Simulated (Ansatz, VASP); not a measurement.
## HfB2: VASP beside Ansatz

Contents of INCAR:

```
SYSTEM = HfB2
PREC = Accurate ; ENCUT = 520
EDIFF = 1E-6 ; ISMEAR = 0
SIGMA = 0.1 ; LREAL = .False.
LASPH = .True. ; NELM = 100
ALGO = Normal ; ISIF = 2
LWAVE = .False. ; LCHARG = .True.
GGA = PS ; LELF = .True.
LVHAR = .True. ; NBANDS = 15
```

KPOINTS

```
regular mesh
0
Gamma
  6 6 6
  0 0 0
```

POSCAR

```
HfB2
1.0
    3.1400000000      0.0000000000      0.0000000000
   -1.5700000000      2.7193197679      0.0000000000
    0.0000000000      0.0000000000      3.4800000000
Hf B
1 2
Direct
    0.0000000000      0.0000000000      0.0000000000
    0.3333333333      0.6666666667      0.5000000000
    0.6666666667      0.3333333333      0.5000000000
```

Input for Ansatz:

```yaml
crystal:
  lattice:
    - [3.1400001005, 0.0, 0.0]
    - [-1.5700000503, 2.7193198549, 0.0]
    - [0.0, 0.0, 3.48]
  atoms:
    - { symbol: Hf, position: [0.0, 0.0, 0.0] }
    - { symbol: B, position: [0.3333333333, 0.6666666667, 0.5] }
    - { symbol: B, position: [0.6666666667, 0.3333333333, 0.5] }
basis:
  ecutwfc: 420
kpoints:
  mp_grid: { grid: [6, 6, 6] }
hamiltonian:
  xc: pbesol
scf:
  occupations: { method: gaussian, width: 0.1 }
output:
  forces: true
  stress: true
  eigenvalues: true
```

Alike in both runs: task single point; functional PBEsol; k mesh 6 × 6 × 6; occupations gaussian, width 0.1 eV; no spin polarisation.

```csv
,VASP,Ansatz
version,VASP 6.6.1,Ansatz 0.2.0
potentials or method,"VASP PAW PBE potentials, release 64 (Hf_pv, B)","scalar-relativistic, plane waves, PAW"
plane-wave cutoff (eV),520,420
valence electrons in the cell,16,32
```

VASP gave:

| Item | Value |
| --- | --- |
| gap on the k mesh at the Fermi level (eV) | none |
| pressure (GPa) | -4.2 |
| largest component of the traceless stress (GPa) | 2.39 |

Problem. What did Ansatz give for the same quantities?

Solution. gap on the k mesh at the Fermi level (eV): none; pressure (GPa): -4.1; largest component of the traceless stress (GPa): 2.54.

A gap of «none» marks a metal or a gap that the smearing closes. With one functional, cell and mesh, what is left measures potentials, basis and numerics. The two sets of potentials don't hold the same shells in valence.

Caveats: the k mesh is coarse (spacing up to 0.39 Å⁻¹), so the values aren't converged; the PAW data sets were made with another functional, which shifts forces and pressure a little (VASP). Spin-orbit coupling is left out, which matters for the levels of Hf.
